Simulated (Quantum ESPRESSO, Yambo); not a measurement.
Planning a run of Quantum ESPRESSO 7.5 on HfS2 (1T monolayer). The input:

```
&control
  calculation = 'nscf'
  prefix = 'x'
  outdir = 'o'
  pseudo_dir = 'pseudo'
/
&system
  ibrav = 0
  nat = 3
  ntyp = 2
  ecutwfc = 50.0
  nbnd = 68
  force_symmorphic = .true.
  noncolin = .true.
  lspinorb = .true.
/
&electrons
  conv_thr = 1e-9
  electron_maxstep = 80
  diago_full_acc = .true.
  diago_thr_init = 5e-6
/
ATOMIC_SPECIES
  Hf 178.49 Hf.upf
  S 32.06 S.upf
CELL_PARAMETERS angstrom
  3.6538054901 -0.0000000000 0.0000000000
  -1.8269027450 3.1642883749 0.0000000000
  0.0000000000 0.0000000000 16.0000000000
ATOMIC_POSITIONS crystal
  Hf 0.0000000000 0.0000000000 0.5000000000
  S 0.3333333333 0.6666666667 0.5901837155
  S 0.6666666667 0.3333333333 0.4098162845
K_POINTS automatic
  15 15 1 0 0 0
```

```sh
OMP_NUM_THREADS=1 mpirun -n 8 pw.x -nk 4 -in pw.in > pw.out
```

Question: Estimate wall time and host memory on 8 MPI ranks of AMD EPYC 7R43, shared host.

It took 40 s; on shared hardware allow 20 s to 79 s. Peak host memory was 0.91 GiB.

[Paths, hosts, dates, memory and timing lines, banners, echoed tables and standing remarks are left out of the program output.]

[Logs are printed without paths, hosts, clocks, repeated set-up lines and the standing remarks that a program may print on its own settings, such as how far it seeks lower states.]

[Runs of the session that timed out or met a known fault of the program may be left out.]

[Hosts, paths, dates, database ids (printed as entryN), source tags and the programs' standing remarks are cut or masked in the printed files.]
